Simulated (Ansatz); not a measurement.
## 4 guesses for Si4C and where they end

Method: DFT PBE, scalar-relativistic, plane waves, PAW in Ansatz. All cells share a 420 eV cutoff and Γ-centred k meshes spaced at most about 0.3 Å⁻¹ (about 0.25 or finer for metals, 2π included). No spin polarisation in the final relaxations.

Each guess was relaxed in cell and atoms at zero pressure, within the symmetry of its start. All energies are static (0 K, no zero-point motion). Coordination counts Si atoms around C (those within 1.25 times the shortest such distance or 1.15 times the sum of covalent radii; the shortest distance is added where it is long for a bond). For orderings, «n of Z unlike» gives the unlike atoms among the Z nearest shared sites at the start, averaged over those sites.

| guess | made from | start group | V start (Å³/atom) | end group | V end (Å³/atom) | coordination at the end | gap on mesh (eV) | E over the lowest end (meV/atom) |
| --- | --- | --- | --- | --- | --- | --- | --- | --- |
| 1 | Si/C on fcc sites, 4.8 of 12 unlike | I4/m | 14.7 | ? | ? | ? | ? | ? |
| 2 | Si/C on hcp sites, 2.4 of 12 unlike | P-6m2 | 14.7 | P-6m2 | 14.2 | C 4 | 0 | 0 |
| 3 | Si/C on hcp sites, 2.4 of 12 unlike | P6_3/mmc | 14.7 | P6_3/mmc | 12.7 | C 6 | 0 | 289 |
| 4 | Si/C on hcp sites, 2.4 of 12 unlike | P-3m1 | 14.7 | P-3m1 | 15.7 | C 6 | 0 | 321 |

Guess 1 as it starts:

```yaml
crystal:
  lattice:
    - [-3.07557, 3.07557, 1.94516]
    - [3.07557, -3.07557, 1.94516]
    - [3.07557, 3.07557, -1.94516]
  atoms:
    - { symbol: Si, position: [0.80000, 0.40000, 0.20000] }
    - { symbol: Si, position: [0.20000, 0.60000, 0.80000] }
    - { symbol: Si, position: [0.60000, 0.80000, 0.40000] }
    - { symbol: Si, position: [0.40000, 0.20000, 0.60000] }
    - { symbol: C, position: [0.00000, 0.00000, 0.00000] }
```

**Question.** Fill in the missing row: what does this guess relax into, and where does it rank?

**Answer.** It ends in space group I4/mmm (No. 139), with a = 6.539 Å, c = 2.912 Å, 12.5 Å³/atom and no gap. It lies 0.49 eV/atom over the lowest end, above guess 4 and so the highest of the set. Counting Si atoms around C, this end has C 8 from 2.3 Å and the lowest (guess 2) has C 4. This end holds Si–Si bonds in all directions (shortest 2.46 Å); the lowest (guess 2) holds Si–Si nets (shortest 2.36 Å).

```yaml
crystal:
  lattice:
    - [-3.26968, 3.26968, 1.45587]
    - [3.26968, -3.26968, 1.45587]
    - [3.26968, 3.26968, -1.45587]
  atoms:
    - { symbol: Si, position: [0.76646, 0.50000, 0.26646] }
    - { symbol: Si, position: [0.23354, 0.50000, 0.73354] }
    - { symbol: Si, position: [0.50000, 0.76646, 0.26646] }
    - { symbol: Si, position: [0.50000, 0.23354, 0.73354] }
    - { symbol: C, position: [0.00000, 0.00000, 0.00000] }
```

Energies over the elements count from the elements' standard structures at the same level, with no fitted energy shifts.

**Question.** Is the lowest end bound against the elements?

**Answer.** No: its formation energy is +0.36 eV/atom. The separate elements lie lower, so it is unstable against them.

No dispersion correction is applied, so the spacing and binding between layers, chains or molecules are poorly described (P-3m1), and this can change margins and order among such cells. The reference form of C is held partly by dispersion forces, which this level lacks. Cells relaxed within their symmetry can be saddle points. A lower structure may well exist outside this small set. Some structure types and database cells were kept out of the candidates from the start, so a known form may be missing.

The energy rises with the number of silicon atoms around carbon, from four through six to eight, whereas volume gives no such order: the densest end is also the highest in energy. Carbon's compact 2s and 2p orbitals favour a few short, directional bonds. Eight neighbours starting at 2.3 Å are well beyond a normal Si–C single bond, so that count describes a crowded cage of weak, multicentre contacts rather than eight full bonds. The silicon framework probably adds to the cost, since silicon also prefers tetrahedral bonding.

Even the lowest end has no gap, unlike diamond-type silicon and tetrahedral SiC, which suggests that fourfold carbon alone does not saturate the silicon nets. Its positive formation energy therefore reflects a poor compromise for the whole network, not an inherent weakness of Si–C bonds. Because SiC is a well-known bound compound, decomposition into SiC and silicon should be more favourable still than separation into the elements, though that competing mixture is not evaluated here.
